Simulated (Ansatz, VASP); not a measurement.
AlNi in VASP and in Ansatz

```
CELL_PARAMETERS angstrom
2.91724 -0.31218 -0.31218
-0.31218 2.91724 -0.31218
-0.31218 -0.31218 2.91724
ATOMIC_POSITIONS crystal
Al 0.00000 0.00000 0.00000
Ni 0.50000 0.50000 0.50000
```

Alike in both runs: task single point; functional PBEsol; k mesh 18 × 18 × 18; occupations gaussian, width 0.15 eV; no spin polarisation.

|  | VASP | Ansatz |
| --- | --- | --- |
| version | VASP 6.6.1 | Ansatz 0.2.0 |
| potentials or method | VASP PAW PBE potentials, release 64 (Al, Ni) | scalar-relativistic, plane waves, PAW |
| plane-wave cutoff (eV) | 520 | 420 |
| valence electrons in the cell | 13 | 21 |

Ansatz gave:

- gap on the k mesh at the Fermi level (eV): none
- pressure (GPa): 25.6
- largest component of the traceless stress (GPa): 49.79

Estimate VASP's values.

gap on the k mesh at the Fermi level (eV): none; pressure (GPa): 25.8; largest component of the traceless stress (GPa): 49.88.

A gap of «none» marks a metal or a gap that the smearing closes. The functional is the same, so the differences come from potentials, cutoffs and numerics. The two sets of potentials don't hold the same shells in valence.

Caveats: so large a pressure means that the cell lies far from this level's equilibrium, or that cutoff or potentials fall short (VASP); the potentials were made for another functional, which shifts forces and pressure (VASP). Spin polarisation is off, so any magnetic state and its effect on volume and gap are missing.
